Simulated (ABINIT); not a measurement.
# Cu: band structure with LDA-VWN

Cu:

```
Cu
1.0
     0.00000    1.80750    1.80750
     1.80750    0.00000    1.80750
     1.80750    1.80750    0.00000
Cu
1
Direct
  0.00000 0.00000 0.00000
```

```yaml
Program: ABINIT 10.8.3 (patched build)
Task: band structure
Functional: LDA-VWN
Potentials_or_basis: PseudoDojo NC SR LDA v0.4.1 standard
Cutoff: 1143 eV
k_mesh: 13 × 13 × 13
Occupations: fermi-dirac, width 0.05 eV
Spin: no spin polarisation
```

- Band gap on the k mesh: none (metal or under the smearing width)
- Valence electrons inside the program's atomic spheres: Cu 17.36 (radii [1.0584] Å)

Levels at the corners of the path, in eV from the Fermi level:
| point | band 5 | band 6 | band 7 | band 8 | band 9 | band 10 | band 11 | band 12 | band 13 | band 14 |
| --- | --- | --- | --- | --- | --- | --- | --- | --- | --- | --- |
| Γ | -9.63 | -3.19 | -3.19 | -3.19 | -2.33 | -2.33 | 22.56 | 24.93 | 24.93 | 24.93 |
| X | -5.07 | -4.61 | -1.76 | -1.61 | -1.61 | 1.23 | 6.90 | 12.75 | 12.75 | 17.48 |
| W | -4.31 | -3.72 | -3.72 | -2.38 | -1.61 | 5.97 | 5.97 | 8.19 | 8.40 | 28.03 |
| K | -4.48 | -4.25 | -2.93 | -2.19 | -1.82 | 4.10 | 5.51 | 7.58 | 14.83 | 19.12 |
| Γ | -9.63 | -3.19 | -3.19 | -3.19 | -2.33 | -2.33 | 22.56 | 24.93 | 24.93 | 24.93 |
| L | -5.31 | -3.22 | -3.22 | -1.75 | -1.75 | -1.23 | 3.52 | 21.05 | 21.66 | 21.66 |
| U | -4.48 | -4.25 | -2.93 | -2.19 | -1.82 | 4.10 | 5.51 | 7.58 | 14.83 | 19.12 |
| W | -4.31 | -3.72 | -3.72 | -2.38 | -1.61 | 5.97 | 5.97 | 8.19 | 8.40 | 28.03 |
| L | -5.31 | -3.22 | -3.22 | -1.75 | -1.75 | -1.23 | 3.52 | 21.05 | 21.66 | 21.66 |
| K | -4.48 | -4.25 | -2.93 | -2.19 | -1.82 | 4.10 | 5.51 | 7.58 | 14.83 | 19.12 |

Run time: 58 s on 1 thread of Arm Neoverse V1, with other jobs on the host, peak memory 0.11 GiB.
